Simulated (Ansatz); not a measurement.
# Cd (database structure): how the settings move a single-point run

Question: which choices in the input matter for Cd (database structure)?

The COD entry's cell or inner coordinates are ideal or old and differ from later refinements, so a difference from it is no clean test against experiment.

Method: reference: DFT PBE, plane waves, PAW, scalar-relativistic, no spin polarisation, in Ansatz 0.2.0.

## 1. The structure to begin with

The structure is hexagonal, space group P6_3/mmc (No. 194). The conventional cell has a = 2.949 Å, b = 2.949 Å, c = 5.561 Å, α = 90.00°, β = 90.00°, γ = 120.00°. Around Cd (site symmetry -6m2) lie 12 Cd at 2.95 to 3.26 Å.

Coordinates:

```
CELL_PARAMETERS angstrom
1.47437 2.55369 0.00000
-1.47437 2.55369 0.00000
0.00000 0.00000 5.56098
ATOMIC_POSITIONS crystal
Cd 0.33333 0.33333 0.25000
Cd 0.66667 0.66667 0.75000
```

## 2. The reference run

File input.yaml:

```yaml
crystal:
  lattice:
    - [1.474374, 2.553691, 0.0]
    - [-1.474374, 2.553691, 0.0]
    - [0.0, 0.0, 5.560977]
  atoms:
    - { symbol: Cd, position: [0.33333, 0.33334, 0.25] }
    - { symbol: Cd, position: [0.66666, 0.66667, 0.75] }
  symmetry: { tolerance: 0.0003 }
kpoints:
  mp_grid: { grid: [7, 7, 3], shift: [0, 0, 0] }
magnetization:
  spin_polarized: false
scf:
  occupations: { method: fermi_dirac }
hamiltonian:
  pseudopotentials: { kind: paw }
  xc: pbe
basis:
  ecutwfc: 420
output:
  forces: true
  stress: true
  eigenvalues: true
```

The run is started by

```bash
$ ansatz run input.yaml --threads 1 --pin off --max-ram 2560MiB --backend cpu --events-out ev --progress --plain --runs-dir out
```

Standard output, shortened:

```text
Warning: the atoms were moved onto the symmetric positions of the space group found under crystal.symmetry.tolerance 3.0e-4 (fractional; no operation is sought that the atoms, as they stand in a round, miss by more than twice it, and no atom is moved by as much as it), and the run uses [...]
Warning: RAYON_NUM_THREADS=1 ignored (pool sized by the plan → 1); use --threads N
[...]
Pseudopotentials: kind: paw
Pseudopotential: Cd, paw, valence charge 20, recommended cutoff 420 eV (normal), Cd.paw.azcp
Functional definition: PBE
[...]
Crystal: 2 atoms, lattice volume = 41.875 Å³
Basis set: ecut = 420 eV, 811 PW (Γ), exchange–correlation on 40×40×80 points (8 copies of the dense FFT grid, shifted against one another)
Bands: 24, of which v1, the nominal top of the filled ones, is band 20 counted from 1 (19 counted from 0)
Symmetry: 24 space group operations
Space group: P63/mmc (ITA 194), of the structure as read, at distance tolerance 1.0e-3 Å
k-points: 16 of 147
[...]
SCF iter   1: F=—  HF=-16508.916141 eV  |F-HF|=—  |Δ(HF+E_count)|=         —  Δρ=9.48e-4  dr2=4.40e-4  ethr=1.77e-3  ⟨swp⟩=5.4  Hψ=1481  notcnv=0
[...]
SCF iter   6: F=-16508.916644 eV  HF=-16508.916644 eV  |F-HF|=1.46e-11  |Δ(HF+E_count)|=  7.93e-10  Δρ=4.76e-7  dr2=7.66e-11  ethr=3.16e-12  ⟨swp⟩=1.0  Hψ=1002  notcnv=0
[...]
SCF converged after 6 iterations
Free energy (F): -16508.916644 eV
[...]
E sigma→0 (E₀):  -16508.907680 eV
Entropy (-TS):   -0.017928 eV (-8.964 meV/atom)
Fermi energy:    15.263500 eV
[...]
--- Forces (eV/Å), atoms counted from 1 ---
  atom   1  Cd     0.00000000     0.00000000     0.00000000
  atom   2  Cd     0.00000000     0.00000000     0.00000000
[...]
--- Stress (GPa, compression-positive) ---
        5.072459       0.000000       0.000000
        0.000000       5.072459       0.000000
        0.000000       0.000000       4.514612
  P = ⅓ Tr σ = 4.8865 GPa (48.865 kbar)
--- Band table (eV; the first three rows and the last of 16) ---
  k-point 0: bands = ["-87.8818", "-87.8805", "-48.9396", "-48.9172", "-48.9023", "-48.9023", "-48.8999", "-48.8999", "5.2714", "5.5542", "5.9537", "5.9537", "6.0087", "6.0087", "6.2212", "6.5146", "6.5146", "6.7833", "6.7833", "12.1093", "12.2917", "25.7770", "29.1069", "30.2985"]
[...]
```

It took 1.3 s on 1 thread, shared host; peak memory 0.33 GiB.

## 3. Changed: lower_state_search full, dr2_threshold 1.0e-06, chi_scale 0.1

Edit input.yaml of step 2 so:

```diff
@@ -15,2 +15,5 @@
   occupations: { method: fermi_dirac }
+  lower_state_search: full
+  convergence: { dr2_threshold: 1.0e-06 }
+  initial_density: { chi_scale: 0.1 }
 hamiltonian:
```

The run is started by

```bash
$ ansatz run input.yaml --threads 1 --pin off --max-ram 2560MiB --backend cpu --events-out ev --progress --plain --runs-dir out
```

Standard output, shortened:

```text
Warning: the atoms were moved onto the symmetric positions of the space group found under crystal.symmetry.tolerance 3.0e-4 (fractional; no operation is sought that the atoms, as they stand in a round, miss by more than twice it, and no atom is moved by as much as it), and the run uses [...]
Warning: scf.convergence.dr2_threshold = 1e-6 eV is looser than this run's default, which is 1e-7 eV or tighter. The error in the forces grows as the threshold's square root, so leave the key out unless less accurate forces are enough
Warning: output.stress: scf.convergence.dr2_threshold = 1e-6 eV is looser than the 2e-10 eV advised for a printed stress (1e-10 eV for each atom of the cell: 2). What an SCF threshold leaves in a stress goes as its square root, and in the free energy as the threshold itself, and one [...]
Warning: RAYON_NUM_THREADS=1 ignored (pool sized by the plan → 1); use --threads N
the run goes by scf.lower_state_search full: where its kind and settings allow, a search for a lower-energy state can add stability tests and further SCF calculations, which can take many times as long as the SCF (see the manual's entry of the key); standard usually adds fewer, off none
[...]
[... 1 set-up line as earlier in the session ...]
[...]
Bands: 24, of which v1, the nominal top of the filled ones, is band 20 counted from 1 (19 counted from 0)
[... 2 set-up lines as earlier in the session ...]
k-points: 16 of 147
[...]
SCF iter   1: F=—  HF=-16509.034119 eV  |F-HF|=—  |Δ(HF+E_count)|=         —  Δρ=3.04e-2  dr2=4.60e-1  ethr=3.10e-3  ⟨swp⟩=5.2  Hψ=1444  notcnv=0
[...]
SCF iter   2: F=-16508.916644 eV  HF=-16508.916644 eV  |F-HF|=4.17e-8  |Δ(HF+E_count)|=   4.61e-8  Δρ=1.48e-5  dr2=8.96e-8  ethr=5.50e-10  ⟨swp⟩=2.0  Hψ=3405  notcnv=0
[...]
an SCF from the run's close, with 23 of the crystal's symmetry operations given up (74 k-points in place of 16), reached no lower state that the run goes on to. This is no proof of a minimum
SCF converged after 6 iterations
Free energy (F): -16508.916644 eV
[...]
E sigma→0 (E₀):  -16508.907679 eV
Entropy (-TS):   -0.017929 eV (-8.964 meV/atom)
Fermi energy:    15.263491 eV
[...]
--- Forces (eV/Å), atoms counted from 1 ---
  atom   1  Cd     0.00000000     0.00000000     0.00000000
  atom   2  Cd     0.00000000     0.00000000     0.00000000
[...]
--- Stress (GPa, compression-positive) ---
        5.072594       0.000000       0.000000
        0.000000       5.072594       0.000000
        0.000000       0.000000       4.514566
  P = ⅓ Tr σ = 4.8866 GPa (48.866 kbar)
--- Band table (eV; the first three rows and the last of 16) ---
[... band rows left out ...]
[...]
```

Wall time 21 s (1 thread, shared host); peak memory 0.4 GiB.

Changing the search for lower states, convergence setting and start hardly moves the energy: 0.0 meV/atom. Cost: 21 s against 1.3 s.

## 4. Changed: dr2_threshold 1.0e-09, xc rpbe

Edit input.yaml of step 2 so:

```diff
@@ -15,5 +15,6 @@
   occupations: { method: fermi_dirac }
+  convergence: { dr2_threshold: 1.0e-09 }
 hamiltonian:
   pseudopotentials: { kind: paw }
-  xc: pbe
+  xc: rpbe
 basis:
```

The run is started by

```bash
$ ansatz run input.yaml --threads 1 --pin off --max-ram 2560MiB --backend cpu --events-out ev --progress --plain --runs-dir out
```

Standard output, shortened:

```text
Warning: the atoms were moved onto the symmetric positions of the space group found under crystal.symmetry.tolerance 3.0e-4 (fractional; no operation is sought that the atoms, as they stand in a round, miss by more than twice it, and no atom is moved by as much as it), and the run uses [...]
Warning: output.stress: scf.convergence.dr2_threshold = 1e-9 eV is looser than the 2e-10 eV advised for a printed stress (1e-10 eV for each atom of the cell: 2). What an SCF threshold leaves in a stress goes as its square root, and in the free energy as the threshold itself, and one [...]
Warning: RAYON_NUM_THREADS=1 ignored (pool sized by the plan → 1); use --threads N
[...]
[... 2 set-up lines as earlier in the session ...]
Functional definition: RPBE
[...]
Crystal: 2 atoms, lattice volume = 41.875 Å³
Basis set: ecut = 420 eV, 811 PW (Γ), exchange–correlation on 40×40×80 points (8 copies of the dense FFT grid, shifted against one another)
Bands: 24, of which v1, the nominal top of the filled ones, is band 20 counted from 1 (19 counted from 0)
[... 2 set-up lines as earlier in the session ...]
k-points: 16 of 147
[...]
SCF iter   1: F=—  HF=-16525.308265 eV  |F-HF|=—  |Δ(HF+E_count)|=         —  Δρ=4.22e-3  dr2=5.43e-3  ethr=1.77e-3  ⟨swp⟩=5.4  Hψ=1478  notcnv=0
[...]
SCF iter   6: F=-16525.307282 eV  HF=-16525.307282 eV  |F-HF|=1.93e-10  |Δ(HF+E_count)|=   1.55e-8  Δρ=1.81e-6  dr2=9.73e-10  ethr=2.50e-12  ⟨swp⟩=2.8  Hψ=1402  notcnv=0
[...]
SCF converged after 6 iterations
Free energy (F): -16525.307282 eV
[...]
E sigma→0 (E₀):  -16525.298194 eV
Entropy (-TS):   -0.018176 eV (-9.088 meV/atom)
Fermi energy:    15.422756 eV
[...]
--- Forces (eV/Å), atoms counted from 1 ---
  atom   1  Cd     0.00000000    -0.00000000     0.00000000
  atom   2  Cd     0.00000000     0.00000000     0.00000000
[...]
--- Stress (GPa, compression-positive) ---
        8.199744      -0.000000       0.000000
        0.000000       8.199744       0.000000
        0.000000       0.000000       6.772558
  P = ⅓ Tr σ = 7.7240 GPa (77.240 kbar)
--- Band table (eV; the first three rows and the last of 16) ---
  k-point 0: bands = ["-87.7856", "-87.7843", "-48.8448", "-48.8226", "-48.8065", "-48.8065", "-48.8041", "-48.8041", "5.3858", "5.6687", "6.0607", "6.0607", "6.1153", "6.1153", "6.3762", "6.6168", "6.6168", "6.8834", "6.8834", "12.2551", "12.4557", "25.9410", "29.2116", "30.4346"]
[...]
```

Wall time 1.5 s (1 thread, shared host); peak memory 0.34 GiB.

After a change of functional the difference of the totals has no physical meaning; the pressure goes from 4.9 to 7.7 GPa. At this fixed cell a higher pressure means that this functional prefers a larger volume than the reference.

## 5. Changing settings: lower_state_search standard, mixing.algorithm msr1, mixing.beta 0.7

Edit input.yaml of step 2 so:

```diff
@@ -15,2 +15,4 @@
   occupations: { method: fermi_dirac }
+  lower_state_search: standard
+  mixing: { algorithm: msr1, beta: 0.7 }
 hamiltonian:
@@ -24 +26,5 @@
   eigenvalues: true
+  write_density: true
+  write_potential: true
+  elf: true
+  volumetric_format: npy
```

The run is started by

```bash
$ ansatz run input.yaml --threads 1 --pin off --max-ram 2560MiB --backend cpu --events-out ev --progress --plain --runs-dir out
```

Standard output, shortened:

```text
Warning: the atoms were moved onto the symmetric positions of the space group found under crystal.symmetry.tolerance 3.0e-4 (fractional; no operation is sought that the atoms, as they stand in a round, miss by more than twice it, and no atom is moved by as much as it), and the run uses [...]
Warning: RAYON_NUM_THREADS=1 ignored (pool sized by the plan → 1); use --threads N
[...]
[... 3 set-up lines as earlier in the session ...]
[...]
Crystal: 2 atoms, lattice volume = 41.875 Å³
Basis set: ecut = 420 eV, 811 PW (Γ), exchange–correlation on 40×40×80 points (8 copies of the dense FFT grid, shifted against one another)
Bands: 24, of which v1, the nominal top of the filled ones, is band 20 counted from 1 (19 counted from 0)
[... 2 set-up lines as earlier in the session ...]
k-points: 16 of 147
[...]
SCF iter   1: F=—  HF=-16508.916141 eV  |F-HF|=—  |Δ(HF+E_count)|=         —  Δρ=9.48e-4  dr2=4.40e-4  ethr=1.77e-3  ⟨swp⟩=5.4  Hψ=1481  notcnv=0
[...]
SCF iter   6: F=-16508.916644 eV  HF=-16508.916644 eV  |F-HF|=5.09e-11  |Δ(HF+E_count)|=  4.29e-10  Δρ=6.98e-7  dr2=1.83e-10  ethr=2.21e-11  ⟨swp⟩=4.2  Hψ=2043  notcnv=0
[...]
SCF converged after 6 iterations
Free energy (F): -16508.916644 eV
[...]
E sigma→0 (E₀):  -16508.907680 eV
Entropy (-TS):   -0.017928 eV (-8.964 meV/atom)
Fermi energy:    15.263502 eV
[...]
--- Forces (eV/Å), atoms counted from 1 ---
  atom   1  Cd    -0.00000000    -0.00000000     0.00000000
  atom   2  Cd     0.00000000     0.00000000     0.00000000
[...]
--- Stress (GPa, compression-positive) ---
        5.072440       0.000000       0.000000
       -0.000000       5.072440       0.000000
        0.000000       0.000000       4.514613
  P = ⅓ Tr σ = 4.8865 GPa (48.865 kbar)
--- Band table (eV; the first three rows and the last of 16) ---
  k-point 0: bands = ["-87.8818", "-87.8805", "-48.9395", "-48.9172", "-48.9023", "-48.9023", "-48.8999", "-48.8999", "5.2714", "5.5542", "5.9537", "5.9537", "6.0087", "6.0087", "6.2212", "6.5146", "6.5146", "6.7833", "6.7833", "12.1093", "12.2917", "25.7770", "29.1069", "30.2985"]
[...]
```

Run time: 1.4 s. Hardware: 1 thread, shared host; peak memory 0.34 GiB.

The changed input (search for lower states and mixing) leaves the energy the same to the digits printed.

## 6. Changing settings: xc rpbe

Edit input.yaml of step 2 so:

```diff
@@ -17,3 +17,3 @@
   pseudopotentials: { kind: paw }
-  xc: pbe
+  xc: rpbe
 basis:
```

The run is started by

```bash
$ ansatz run input.yaml --threads 1 --pin off --max-ram 2560MiB --backend cpu --events-out ev --progress --plain --runs-dir out
```

Standard output, shortened:

```text
Warning: the atoms were moved onto the symmetric positions of the space group found under crystal.symmetry.tolerance 3.0e-4 (fractional; no operation is sought that the atoms, as they stand in a round, miss by more than twice it, and no atom is moved by as much as it), and the run uses [...]
Warning: RAYON_NUM_THREADS=1 ignored (pool sized by the plan → 1); use --threads N
[...]
[... 3 set-up lines as earlier in the session ...]
[...]
Crystal: 2 atoms, lattice volume = 41.875 Å³
Basis set: ecut = 420 eV, 811 PW (Γ), exchange–correlation on 40×40×80 points (8 copies of the dense FFT grid, shifted against one another)
Bands: 24, of which v1, the nominal top of the filled ones, is band 20 counted from 1 (19 counted from 0)
[... 2 set-up lines as earlier in the session ...]
k-points: 16 of 147
[...]
SCF iter   1: F=—  HF=-16525.308265 eV  |F-HF|=—  |Δ(HF+E_count)|=         —  Δρ=4.22e-3  dr2=5.43e-3  ethr=1.77e-3  ⟨swp⟩=5.4  Hψ=1478  notcnv=0
[...]
SCF iter   6: F=-16525.307282 eV  HF=-16525.307282 eV  |F-HF|=1.86e-10  |Δ(HF+E_count)|=   1.56e-8  Δρ=1.81e-6  dr2=9.76e-10  ethr=7.58e-11  ⟨swp⟩=2.1  Hψ=1195  notcnv=0
[...]
SCF converged after 6 iterations
Free energy (F): -16525.307282 eV
[...]
E sigma→0 (E₀):  -16525.298194 eV
Entropy (-TS):   -0.018176 eV (-9.088 meV/atom)
Fermi energy:    15.422756 eV
[...]
--- Forces (eV/Å), atoms counted from 1 ---
  atom   1  Cd     0.00000000    -0.00000000     0.00000000
  atom   2  Cd     0.00000000     0.00000000     0.00000000
[...]
--- Stress (GPa, compression-positive) ---
        8.199750       0.000000       0.000000
        0.000000       8.199750       0.000000
        0.000000       0.000000       6.772549
  P = ⅓ Tr σ = 7.7240 GPa (77.240 kbar)
--- Band table (eV; the first three rows and the last of 16) ---
  k-point 0: bands = ["-87.7856", "-87.7843", "-48.8448", "-48.8226", "-48.8065", "-48.8065", "-48.8041", "-48.8041", "5.3858", "5.6687", "6.0607", "6.0607", "6.1153", "6.1153", "6.3762", "6.6168", "6.6168", "6.8834", "6.8834", "12.2551", "12.4557", "25.9410", "29.2116", "30.4346"]
[...]
```

Wall time 1.2 s (1 thread, shared host); peak memory 0.32 GiB.

Total energies don't compare across a change of functional; the pressure goes from 4.9 to 7.7 GPa. At this fixed cell a higher pressure means that this functional prefers a larger volume than the reference.

## 7. Side by side

| run | ending | energy change | pressure (GPa) | gap (eV) | force (eV/Å) | cycles | time |
| --- | --- | --- | --- | --- | --- | --- | --- |
| reference | converged | 0 | 4.9 | 0.00 | 0.00 | 6 | 1.3 s |
| 1: lower_state_search full, dr2_threshold 1.0e-06, chi_scale 0.1 | converged | 0.0 meV/atom | 4.9 | 0.00 | 0.00 | 6 | 21 s |
| 2: dr2_threshold 1.0e-09, xc rpbe | converged | not comparable | 7.7 | 0.00 | 0.00 | 6 | 1.5 s |
| 3: lower_state_search standard, mixing.algorithm msr1, mixing.beta 0.7 | converged | 0.0 meV/atom | 4.9 | 0.00 | 0.00 | 6 | 1.4 s |
| 4: xc rpbe | converged | not comparable | 7.7 | 0.00 | 0.00 | 6 | 1.2 s |

Times don't compare one to one where runs were asked for different outputs or read a saved state (see the inputs); cycles may leave out searches for a lower state.

Residual by cycle in the longest SCF loop of each run; runs are numbered as in the table. The quantity is the density residual dr2, in eV.

| cycle | reference | run 1 | run 2 | run 3 | run 4 |
| --- | --- | --- | --- | --- | --- |
| 1 | 4.4e-4 | 0.46 | 0.00543 | 4.4e-4 | 0.00543 |
| 2 | 1.8e-4 | 0.0898 | 4.4e-4 | 1.1e-4 | 4.4e-4 |
| 3 | 1.4e-6 | 0.0103 | 7.0e-5 | 1.3e-6 | 7.0e-5 |
| 4 | 8.3e-8 | 2.9e-4 | 2.0e-6 | 1.8e-7 | 2.0e-6 |
| 5 | 1.3e-9 | 6.3e-6 | 3.0e-8 | 8.8e-9 | 3.0e-8 |
| 6 | 7.7e-11 | 2.2e-7 | 9.7e-10 | 1.8e-10 | 9.8e-10 |

**Reading.** Of the converged runs whose energies compare with the reference's, none moves it noticeably. The pressure spans 4.9 to 7.7 GPa over the reference and the converged variants.

Caveats on the reference run: its mesh is coarse for a cell with so small a gap or none.
